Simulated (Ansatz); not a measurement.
**Structure search: one LiCl candidate**

Computed with DFT PBE, scalar-relativistic, plane waves, PAW (Ansatz). Cutoff 420 eV, Gaussian smearing, Γ-centred meshes. Cell and atoms relax first on a coarse mesh and then on a converged one. In between, the cell is made exact in the group found at 0.06 Å. The steps can't lower the symmetry of their start. No spin polarisation.

Recipe of this trial structure of LiCl: 4-connected net, two elements alternating (Pnn2, No. 34). Lengths were set from tabulated atomic sizes, so they are only a guess.

```yaml
crystal:
  lattice:
    - [5.72659, 0.00000, 0.00000]
    - [0.00000, 6.55969, 0.00000]
    - [0.00000, 0.00000, 3.13016]
  atoms:
    - { symbol: Li, position: [0.16562, 0.09900, 0.20164] }
    - { symbol: Li, position: [0.33438, 0.59900, 0.70164] }
    - { symbol: Li, position: [0.83438, 0.90100, 0.20164] }
    - { symbol: Li, position: [0.66562, 0.40100, 0.70164] }
    - { symbol: Cl, position: [0.66562, 0.59900, 0.29836] }
    - { symbol: Cl, position: [0.33438, 0.40100, 0.29836] }
    - { symbol: Cl, position: [0.16562, 0.90100, 0.79836] }
    - { symbol: Cl, position: [0.83438, 0.09900, 0.79836] }
```

Energies over the elements count from the elements' standard structures at the same level (Cl₂ as a molecule), with no fitted energy shifts.

Task: Describe the relaxed structure.

Result: The symmetry goes from Pnn2 (No. 34) to Cmcm (No. 63), and the primitive cell from 8 to 4 atoms. The volume per atom grows by 112.8 %, from 14.7 to 31.3 Å³. The shortest distance goes from 1.81 Å (Li–Cl) to 2.29 Å (Li–Cl). The energy falls by about 1.0 eV/atom (the start's value is from the coarse mesh). The end is written in a standard setting, so origin, axes and order of atoms can differ from the start's. Conventional cell: a = 3.940 Å, b = 6.897 Å, c = 9.208 Å. Around Li lie 3 Cl at 2.29 Å; around Cl lie 3 Li at 2.29 Å.

```xyz
4
Lattice="1.9701 -3.4485 0.0000 1.9701 3.4485 0.0000 0.0000 0.0000 9.2085" Properties=species:S:1:pos:R:3 pbc="T T T"
Li    1.9701    0.6753    6.9064
Li    1.9701   -0.6753    2.3021
Cl    1.9701   -2.9619    2.3021
Cl    1.9701    2.9619    6.9064
```

Task: How does it come out in energy, and is it a metal?

Result: The energy over the elements is −1.776 eV/atom and the gap on the 8×8×4 mesh of the 4-atom cell is 5.34 eV.

A negative formation energy is needed for stability but isn't enough: competing phases decide.

The last run used Gaussian smearing of 0.02 eV. No dispersion correction is applied, so the spacing and binding between layers, chains or molecules are poorly described. Kohn–Sham gaps at this level usually fall short of measured ones. A later test with randomly moved atoms led to a structure 80 meV/atom lower, so this end is a saddle point or a shallow minimum. In all, the 4 runs took 6.2 min on 1 thread of Arm Neoverse V1, with other jobs on the host.
